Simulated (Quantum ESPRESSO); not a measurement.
Runs of Quantum ESPRESSO 7.5 on Li2S. Symmetry: Fm-3m, No. 225, cubic system. Conventional cell: a = 5.689 Å, b = 5.689 Å, c = 5.689 Å, α = 90.00°, β = 90.00°, γ = 90.00°. S (site symmetry m-3m) has 8 Li at 2.46 Å as nearest neighbours. Li (site symmetry -43m) has 4 S at 2.46 Å as nearest neighbours. 

| task | level | potentials or basis | form of the LDA correlation | gap on the mesh (eV) | pressure (GPa) | V0 of scaled cells (Å³/atom) | B0 (GPa) |
| --- | --- | --- | --- | --- | --- | --- | --- |
| band structure | vdW-DF-C09 | PseudoDojo 0.4.1 SR PBE standard | - | 3.30 | (a) | - | - |
| band structure | LDA | PseudoDojo 0.4.1 SR LDA standard | PW92 | 3.17 | -2.6 | - | - |
| equation of state | PBEsol | PseudoDojo 0.4.1 SR PBEsol standard | - | - | - | 15.07 | (c) |
| band structure | PBEsol | PseudoDojo 0.4.1 SR PBEsol standard | - | 3.22 | -0.8 | - | - |
| equation of state | PBE+D3(BJ) | PseudoDojo 0.4.1 SR PBE standard | - | - | - | 14.53 | (b) |

Alike in all rows: no spin polarisation; cell as given; k mesh 8 × 8 × 8; cutoff (eV) 1007; smearing fermi-dirac 0.05 eV.

Q: Fill in the values left out.

A: (a) -0.2; (b) 46; (c) 42.

Caveats: the potentials were made for another functional, which shifts forces and pressure (some runs).

